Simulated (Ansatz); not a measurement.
RbBr, DFT, PBEsol, all-electron LAPW, scalar-relativistic (Ansatz 0.2.0), run on 1 thread of Arm Neoverse V2 on a shared host.

The cell comes from COD entry 1010048, which wasn't checked; take it as a given geometry. It is an old determination, and later ones may differ. The listed cell was then made from it by scaling, straining or moving an atom.

Command: `ansatz run input.yaml --threads 1 --pin off --max-ram 3072MiB --backend cpu --events-out ev --progress --plain --runs-dir out`

```yaml
crystal:
  lattice:
    - [0.0, 3.4275, 3.461775]
    - [3.4275, 0.0, 3.461775]
    - [3.4275, 3.4275, 0.0]
  atoms:
    - { symbol: Rb, position: [0.0, 0.0, 0.0] }
    - { symbol: Br, position: [0.5, 0.5, 0.5] }
kpoints:
  mp_grid: { grid: [7, 7, 7] }
  band_path:
    path:
      - [0.0, 0.0, 0.0]
      - [0.0, 0.5, 0.5]
      - [0.25, 0.75, 0.5]
      - [0.0, 0.5, 0.0]
      - [0.0, 0.0, 0.0]
      - [0.5, 0.5, 0.0]
      - [0.3725370062, 0.6274629938, 0.0]
      - [-0.3725370062, 0.3725370062, 0.0]
      - [0.0, 0.0, 0.0]
    npoints: 5
scf:
  occupations: { method: fermi_dirac, width: 0.03 }
hamiltonian:
  xc: pbesol
  pseudopotentials: { kind: all_electron, lapw: { basis_error: 0.001 } }
output:
  forces: true
  stress: true
  eigenvalues: true
```

(1) How large is the problem that the program sets up?

(2) About how long does it take, and how much memory does it use?

Results:

(1) 40 irreducible k-points, 259 plane waves at Γ, 29 bands.

(2) 9.5 s of wall time for 7 SCF iterations, with a peak of 0.27 GiB. Times on shared machines scatter by tens of per cent.
